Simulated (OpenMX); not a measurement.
**GaN under changes of volume**

One of the cells (11.310 Å³/atom); the others are scaled copies at fixed shape and fractional positions:

```
Ga N
1.0
     3.18000    0.00000    0.00000
    -1.59000    2.75396    0.00000
     0.00000    0.00000    5.16600
Ga N
2 2
Direct
  0.66667 0.33333 0.50000
  0.33333 0.66667 0.00000
  0.66667 0.33333 0.87500
  0.33333 0.66667 0.37500
```

```yaml
Program: OpenMX 3.8.5
Functional: PBE
Potentials_or_basis: OpenMX 2013 PBE set, Ga7.0-s3p2d2, N6.0-s2p2d1, fixed grid of 36 × 36 × 70 points
k_mesh: 11 × 11 × 5
Occupations: fermi-dirac, width 0.05 eV
Spin: no spin polarisation
```

| volume (Å³/atom) | energy over the lowest point (meV/atom) | gap on the mesh (eV) | largest force (eV/Å) |
| --- | --- | --- | --- |
| 10.632 | ? | ? | ? |
| 10.858 | 53.39 | 2.70 | 0.130 |
| 11.084 | 31.18 | 2.55 | 0.123 |
| 11.310 | 15.38 | 2.40 | 0.117 |
| 11.537 | 5.42 | 2.25 | 0.111 |
| 11.763 | 0.43 | 2.11 | 0.106 |
| 11.989 | 0.00 | 1.97 | 0.101 |

Problem. What does the run at 10.632 Å³/atom give?

Solution. Energy over the lowest point 82.50 meV/atom; gap on the mesh 2.85 eV; largest force 0.136 eV/Å.

Worked out: A Birch-Murnaghan fit of order 3 (a polynomial in V^(-2/3)) to the other rows has its minimum at 11.90 Å³/atom with B0 = V·E''(V) = 155 GPa and B' = 5.6 at fixed shape and positions, which overstates the stiffness. It gives 82.98 meV/atom at 10.632 Å³/atom, against the run's 82.50. A straight line through the other rows of the gap, of slope -7.38 eV per unit of ln V (its deformation potential), extrapolates to 2.86 eV, against the run's 2.85.

Energies are extrapolated to zero smearing.

Caveats: the basis has few d functions beyond the semicore shells, which can make volumes several per cent too large; the basis of atomic orbitals isn't converged, which shifts pressures, moduli and gaps.

Spin-orbit coupling on Ga is left out.
